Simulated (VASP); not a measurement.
The system is ZrO2.

```
Zr O
1.0
     3.59610    0.00000    0.00000
     0.00000    3.59610    0.00000
     0.00000    0.00000    5.17700
Zr O
2 4
Direct
  0.50000 0.50000 0.50000
  0.00000 0.00000 0.00000
  0.50000 0.00000 0.79700
  0.50000 0.00000 0.29700
  0.00000 0.50000 0.70300
  0.00000 0.50000 0.20300
```

Program: VASP 6.6.1. Alike in all runs: level PBE; no spin polarisation; cell as given; k mesh 7 × 7 × 5. Hardware: 1 thread of Intel(R) Xeon(R) 6975P-C (Granite Rapids), with other jobs on the host.

Order these runs on this cell by their wall time, lowest first.
A. task band structure; potentials or basis VASP PAW PBE potentials, release 64 (Zr_sv, O); cutoff (eV) 520; smearing fermi-dirac 0.05 eV
B. task band structure; potentials or basis VASP PAW PBE potentials, release 64 (Zr_sv_GW, O_GW); cutoff (eV) 600; smearing fermi-dirac 0.05 eV
C. task single point; potentials or basis VASP PAW PBE potentials, release 64 (Zr_sv, O); cutoff (eV) 520; smearing gaussian 0.015 eV

C (54 s), A (200 s), B (410 s).
